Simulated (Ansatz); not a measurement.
Take AlSb in the zinc blende structure (space group F-43m, No. 216; a = 6.226 Å) as the base.

Method: plane-wave PAW DFT at the PBE level (Ansatz, a program for electronic structure, 420 eV), scalar-relativistic without spin-orbit coupling, earlier PAW set.

One change was made to it. Results:

| quantity | base | after |
|---|---|---|
| hole mass (degenerate bands, along [100]) | 0.078, 0.37, 0.37 mₑ (at Γ) | 0.12, 0.32, 0.32 mₑ (at Γ) |
| width of the top valence band | 2.59 eV | 3.08 eV |

What was done to the base?
A. pressure 30 GPa
B. pressure 9 GPa
C. pressure −2 GPa
D. pressure 0.9 GPa

B, pressure 9 GPa. For comparison, the hole mass in the other runs: pressure −2 GPa gives 0.061, 0.38, 0.38 mₑ (at Γ); pressure 0.9 GPa gives 0.084, 0.36, 0.36 mₑ (at Γ); pressure 30 GPa gives 0.17, 0.27, 0.27 mₑ (at Γ).

Spin-orbit coupling, missing from the scalar runs, can matter with Sb. The levels and masses belong to the bands next to the band gap. Load acts through the strain it causes; cell and atoms are relaxed under it. Effective masses come from finite differences of ±0.01 Å⁻¹. Stability against distortions was not tested. Measured, AlSb leaves this structure (for a Cmcm phase) near 8.1 GPa (temperature not stated; as listed in Datta, Sujoy, Jana, Debnarayan, arXiv (2020)), on rising pressure, with hysteresis.
